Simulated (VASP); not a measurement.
# Rh in VASP: work function with PBE

Aim: the work function of Rh with PBE.

Program: VASP 6.6.1. These are calculated values, not measurements. Logs are shortened: lines on timing, memory, paths and dates and some standing lists are left out, and cuts for length are marked.

## Step 1: The cell of the first run

The cell holds a slab with vacuum, 6 atoms: a = 2.689 Å, b = 2.689 Å, c = 25.979 Å, α = 90.00°, β = 90.00°, γ = 120.00°.

The slab is cut from a database's or a generator's crystal, which needn't be the stable form of the element.

## Step 2: Work function, PBE (the (1 1 1) slab of Rh, cut from the database cell, not relaxed)

Input file INCAR:

```
PREC = Accurate ; ENCUT = 520
EDIFF = 1E-6 ; ISMEAR = 0
SIGMA = 0.05 ; LREAL = F
LASPH = T ; NELM = 100
ALGO = Fast ; ISIF = 2
LWAVE = F ; LCHARG = T
LDIPOL = T ; IDIPOL = 3
DIPOL = 0.5 0.5 0.500 ; GGA = PE
LELF = T ; LVHAR = T
LVACPOTAV = T
```

Input file KPOINTS:

```
regular mesh
0
Gamma
  11 11 1
```

Input file POSCAR:

```
Rh
1.0
    2.6891977995      0.0000000000      0.0000000000
   -1.3445988998      2.3289136102      0.0000000000
    0.0000000000      0.0000000000     25.9786040438
Rh
6
Direct
    0.6666666667      0.3333333333      0.2886991151
    0.3333333333      0.6666666667      0.3732194691
    0.0000000000      0.0000000000      0.4577398230
    0.6666666667      0.3333333333      0.5422601770
    0.3333333333      0.6666666667      0.6267805309
    0.0000000000      0.0000000000      0.7113008849
```

Potentials or basis: VASP PAW PBE potentials, release 64 (Rh_pv).

Command:

```sh
cat potpaw_PBE.64/Rh_pv/POTCAR > POTCAR
mpirun -np 1 vasp_std > vasp.out
```

OUTCAR:

```text
PREC = Accurate
   ENCUT = 520
   EDIFF = 1E-6
   ISMEAR = 0
   LREAL = F
   LASPH = T
   NELM = 100
   ISIF = 2
   GGA = PE

 ion  position               nearest neighbor table
   1  0.667  0.333  0.289-   2 2.69   2 2.69   2 2.69
   2  0.333  0.667  0.373-   3 2.69   3 2.69   3 2.69   1 2.69   1 2.69   1 2.69
   3  0.000  0.000  0.458-   2 2.69   2 2.69   2 2.69   4 2.69   4 2.69   4 2.69
   4  0.667  0.333  0.542-   5 2.69   5 2.69   5 2.69   3 2.69   3 2.69   3 2.69
   5  0.333  0.667  0.627-   4 2.69   4 2.69   4 2.69   6 2.69   6 2.69   6 2.69
   6  0.000  0.000  0.711-   5 2.69   5 2.69   5 2.69

  LATTYP: Found a hexagonal cell.
 ALAT       =     2.6891977995
 C/A-ratio  =     9.6603544926

  Lattice vectors:

 A1 = (   2.6891977995,   0.0000000000,   0.0000000000)
 A2 = (  -1.3445988998,   2.3289136102,   0.0000000000)
 A3 = (   0.0000000000,   0.0000000000,  25.9786040438)

Analysis of symmetry for initial positions (statically):
=====================================================================
 Subroutine PRICEL returns:
 Original cell was already a primitive cell.

 Routine SETGRP: Setting up the symmetry group for a
 hexagonal supercell.

 Subroutine GETGRP returns: Found 12 space group operations
 (whereof  6 operations were pure point group operations)
 out of a pool of 24 trial point group operations.

The static configuration has the point symmetry C_3v.
 The point group associated with its full space group is D_3d.

Analysis of symmetry for dynamics (positions and initial velocities):
=====================================================================
 Subroutine PRICEL returns:
 Original cell was already a primitive cell.

 Routine SETGRP: Setting up the symmetry group for a
 hexagonal supercell.

 Subroutine GETGRP returns: Found 12 space group operations
 (whereof  6 operations were pure point group operations)
 out of a pool of 24 trial point group operations.

The dynamic configuration has the point symmetry C_3v.
 The point group associated with its full space group is D_3d.

 Subroutine INISYM returns: Found 12 space group operations
 (whereof  6 operations are pure point group operations),
 and found     1 'primitive' translations

----------------------------------------------------------------------------------------

                                     Primitive cell

  volume of cell :     162.7016

[... 95 lines left out ...]
   POTIM  = 0.5000    time-step for ionic-motion
   TEBEG  =    0.0;   TEEND  =   0.0 temperature during run
   PSTRESS=    0.0 pullay stress
   NELECT =      90.0000    total number of electrons
   NUPDOWN=      -1.0000    fix difference up-down
   EMIN   =  10.00;   EMAX   =-10.00  energy-range for DOS
   EFERMI =   0.00;   METHOD = LEGACY
   ISMEAR =     0;   SIGMA  =   0.05  broadening in eV -4-tet -1-fermi 0-gaus
   EFERMI_NEDOS =   21; number of points for ismear=-14 and -15
   IALGO  =     68    algorithm
   IMIX   =      4    mixing-type and parameters
     AMIX     =   0.40;   BMIX     =  1.00
     AMIX_MAG =   1.60;   BMIX_MAG =  1.00
  volume/ion in A,a.u.               =      27.12       182.99
  Fermi-wavevector in a.u.,A,eV,Ry     =   1.343873  2.539552 24.572063  1.805996
  Thomas-Fermi vector in A             =   2.471912
   LORBIT       =      0    0 simple, 1 ext, 2 COOP (PROOUT), +10 PAW based schemes
   GGA     = PE    functional components
   LHFCALC =     F    Hartree Fock is set to
   AEXX    =    0.0000 exact exchange contribution
   IVDW    =     0    specifies the selected vdW correction
   LEPSILON=     F    determine dielectric tensor
   LRPA    =     F    only Hartree local field effects (RPA)
 non-spin polarized calculation
 RMM-DIIS sequential band-by-band and
 Gauss-broadening in eV      SIGMA  =   0.05
  energy-cutoff  :      520.00
  volume of cell :      162.70
 maximum number of plane-waves:      4437
 NGX is ok and might be reduce to    20
   NGX =  9   NGY =  9   NGZ = 97

 dipolmoment           0.000000      0.000000     -0.000000 electrons x Angstroem

 number of electron      90.0000007 magnetization

 dipolmoment           0.000000      0.000000      0.000002 electrons x Angstroem

 Free energy of the ion-electron system (eV)
  ---------------------------------------------------
  ext. energy  EPLUGINS =         0.00000000
  ---------------------------------------------------
  free energy    TOTEN  =       -41.96240612 eV

  energy without entropy =      -41.94720835  energy(sigma->0) =      -41.95480723

 E-fermi :   3.4749     XC(G=0):  -7.8472

 val. band max:        3.4609537052   @ k =   0.4545  -0.0000   0.0000
 cond. band min:       3.4949602289   @ k =   0.4545  -0.0000   0.0000
 fundamental gap:      0.0340065237
 Fermi energy:         3.4748992231

 k-point     1 :       0.0000    0.0000    0.0000
  band No.  band energies     occupation
      1     -43.5882      2.00000
      2     -43.4366      2.00000
      3     -43.2201      2.00000
      4     -43.0089      2.00000
      5     -42.9842      2.00000
      6     -42.9842      2.00000
[... 901 lines left out ...]
     53      10.8037      0.00000
     54      11.3871      0.00000

------------------------ aborting loop because EDIFF is reached ----------------------------------------

  FORCE on cell =-STRESS in cart. coord.  units (eV):
  Direction    XX          YY          ZZ          XY          YZ          ZX
  --------------------------------------------------------------------------------------
  -------------------------------------------------------------------------------------
  Total        0.0554573      0.0554573      0.4429626     -0.0000000      0.0000000      0.0000000
  in kB        0.5461063      0.5461063      4.3620001     -0.0000000      0.0000000      0.0000000
  external PRESSURE =       1.8180709 kB  Pullay stress =       0.0000000 kB

 VOLUME and BASIS-vectors are now :
 -----------------------------------------------------------------------------
  energy-cutoff  :      520.00
  volume of cell :      162.70
      direct lattice vectors                 reciprocal lattice vectors
     2.689197800  0.000000000  0.000000000     0.371858106  0.214692378  0.000000000
    -1.344598900  2.328913610  0.000000000     0.000000000  0.429384755  0.000000000
     0.000000000  0.000000000 25.978604044     0.000000000  0.000000000  0.038493215

 POSITION                                       TOTAL-FORCE (eV/Angst)
 -----------------------------------------------------------------------------------
      1.34460      0.77630      7.50000         0.000000      0.000000      0.087591
     -0.00000      1.55261      9.69572         0.000000      0.000000     -0.143127
      0.00000      0.00000     11.89144         0.000000      0.000000     -0.224454
      1.34460      0.77630     14.08716        -0.000000      0.000000      0.224454
     -0.00000      1.55261     16.28288        -0.000000     -0.000000      0.143127
      0.00000      0.00000     18.47860        -0.000000     -0.000000     -0.087591
 -----------------------------------------------------------------------------------
    total drift:                               -0.000000     -0.000000      0.000417

  FREE ENERGIE OF THE ION-ELECTRON SYSTEM (eV)
  ---------------------------------------------------
  free  energy   TOTEN  =       -41.9624061166 eV

  energy  without entropy=      -41.9472083502  energy(sigma->0) =      -41.95480723

 vacuum level on the upper side and lower side of the slab         8.661         8.661
```

OSZICAR:

```text
N       E                     dE             d eps       ncg     rms          rms(c)
DAV:   1     0.107960178677E+04    0.10796E+04   -0.58166E+04  2024   0.172E+03
DAV:   2    -0.126832185633E+02   -0.10923E+04   -0.10656E+04  1882   0.530E+02
DAV:   3    -0.438941830045E+02   -0.31211E+02   -0.29838E+02  1966   0.967E+01
DAV:   4    -0.447587460655E+02   -0.86456E+00   -0.84183E+00  2026   0.131E+01
[... 19 lines left out ...]
RMM:  24    -0.419623869095E+02   -0.30494E-04   -0.82455E-06  1059   0.306E-03    0.857E-03
RMM:  25    -0.419623957128E+02   -0.88033E-05   -0.11742E-05   991   0.235E-03    0.296E-03
RMM:  26    -0.419624015401E+02   -0.58273E-05   -0.33554E-06   411   0.106E-03    0.291E-03
RMM:  27    -0.419624053195E+02   -0.37794E-05   -0.54244E-06   550   0.122E-03    0.600E-04
RMM:  28    -0.419624061166E+02   -0.79713E-06   -0.15269E-06   274   0.901E-04
   1 F= -.41962406E+02 E0= -.41954807E+02  d E =-.151978E-01
```

It took 4.7 min on 1 thread of Intel Xeon Platinum 8259CL at 2.50GHz (Skylake/Cascade Lake), shared host; peak memory 0.31 GiB.

Results:

* Free energy: -41.9624 eV
* Largest force: 0.224 eV/Å
* Band gap on the k mesh: none (metal or under the smearing width)
* Work function of the upper face: 5.19 eV
* Work function of the lower face: 5.19 eV

Forces on the atoms (eV/Å):
```
Rh   0.000  0.000  0.088
Rh   0.000  0.000 -0.143
Rh   0.000  0.000 -0.224
Rh   0.000  0.000  0.224
Rh   0.000  0.000  0.143
Rh   0.000  0.000 -0.088
```
